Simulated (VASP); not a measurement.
A run of VASP 6.6.1 is set up as follows.

The input INCAR:

```
SYSTEM = TiH2
PREC     = Accurate       ! precision mode
ENCUT    = 520            ! plane-wave cutoff, eV
EDIFF    = 1E-6           ! SCF threshold, eV
ISMEAR   = 0              ! smearing method
SIGMA    = 0.1            ! smearing width, eV
LREAL    = .FALSE.        ! projectors in reciprocal space
LASPH    = .TRUE.         ! aspherical terms in the spheres
NELM     = 80             ! most SCF steps
ALGO     = Normal         ! electronic algorithm
ISIF     = 2              ! what is computed and relaxed
LWAVE    = .FALSE.        ! write WAVECAR
LCHARG   = .TRUE.         ! write CHGCAR
METAGGA  = R2SCAN         ! meta-GGA
LMIXTAU  = .TRUE.       
LELF     = .TRUE.         ! ELF
LVHAR    = .TRUE.       
NBANDS   = 14             ! bands
```

Contents of KPOINTS:

```
Automatic mesh
0
G
  18 18 18
  0 0 0
```

Contents of POSCAR:

```
TiH2
1.0
   -1.5885800000      1.5885800000      2.0698700000
    1.5885800000     -1.5885800000      2.0698700000
    1.5885800000      1.5885800000     -2.0698700000
Ti H
1 2
Direct
    0.0000000000      0.0000000000      0.0000000000
    0.2500000000      0.7500000000      0.5000000000
    0.7500000000      0.2500000000      0.5000000000
```

Potentials or basis: VASP PAW PBE potentials, release 64 (Ti_sv, H).

Command:

```console
$ cat potpaw_PBE.64/Ti_sv/POTCAR potpaw_PBE.64/H/POTCAR > POTCAR
$ mpirun -np 1 vasp_std > vasp.out
```

**Question.** What does it give for the band gap on the k mesh?

**Answer.** None (metal or under the smearing width).

**Question.** What does it give for the pressure?

**Answer.** 3.4 GPa.

Stress tensor (GPa, compression positive):
```
3.49 0.00 0.00
0.00 3.49 0.00
0.00 0.00 3.27
```

Caveat: the PAW data sets were made with another functional, which shifts forces and pressure a little.
